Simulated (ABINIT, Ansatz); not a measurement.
An input for Ansatz 0.2.0 (AlN (P6_3mc)):

```yaml
crystal:
  lattice:
    - [3.113, 0.0, 0.0]
    - [-1.5565, 2.695937082, 0.0]
    - [0.0, 0.0, 4.981]
  atoms:
    - { symbol: Al, position: [0.3333333333, 0.6666666667, 0.0] }
    - { symbol: Al, position: [0.6666666667, 0.3333333333, 0.5] }
    - { symbol: "N", position: [0.3333333333, 0.6666666667, 0.38] }
    - { symbol: "N", position: [0.6666666667, 0.3333333333, 0.88] }
kpoints:
  mp_grid: { grid: [6, 6, 4] }
hamiltonian:
  xc: pbe
  pseudopotentials: { kind: nc, accuracy: standard }
scf:
  occupations: { method: fixed }
gw:
  n_empty_bands: 221
  ecut_chi: 247.62
  qp_bands: [v2, c2]
  qp_kpoints: [[0.0, 0.0, 0.0]]
  screening: { model: godby_needs }
  pair_densities: pseudo
  plasmon_pole_fit_frequency: 22.9728
basis:
  ecutwfc: 979.61
```

The database entry behind the starting cell differs from later determinations by our own check (inner coordinate u about 0.002 short), so it need not match the best structure at ambient conditions.

```sh
ansatz run input.yaml --threads 4 --pin off --max-ram 14745MiB --backend cpu --events-out ev --progress --plain --runs-dir out
```

Question: How long will it take on 4 threads of Arm Neoverse V1, shared host, and how much memory?

It took 96 s; on shared hardware allow 48 s to 3.2 min. Peak host memory was 1.3 GiB. The sizes that set the cost: 2863 plane waves a state, 21 irreducible k points, 373 plane waves in the screening and 6 SCF cycles.

The screening grows as filled bands × empty bands × pairs of k points, times the square of the screening basis for the matrix.

[Paths, hosts, dates, memory and timing lines, banners, echoed tables and standing remarks are left out of the program output.]

[Logs are printed without paths, hosts, clocks, repeated set-up lines and the standing remarks that a program may print on its own settings, such as how far it seeks lower states.]

[Runs of the session that timed out or met a known fault of the program may be left out.]

[Hosts, paths, dates, database ids (printed as entryN), source tags and the programs' standing remarks are cut or masked in the printed files.]

[G0W0 gaps are taken among the corrected bands and points alone; a level outside them can change the order at an edge.]

[Where Ansatz stands beside ABINIT at settings called matched, ABINIT's density can come from a denser mesh and the files from another edition; pairs whose starting gaps differed by over 0.03 eV were left out, so agreement reads better than it is.]
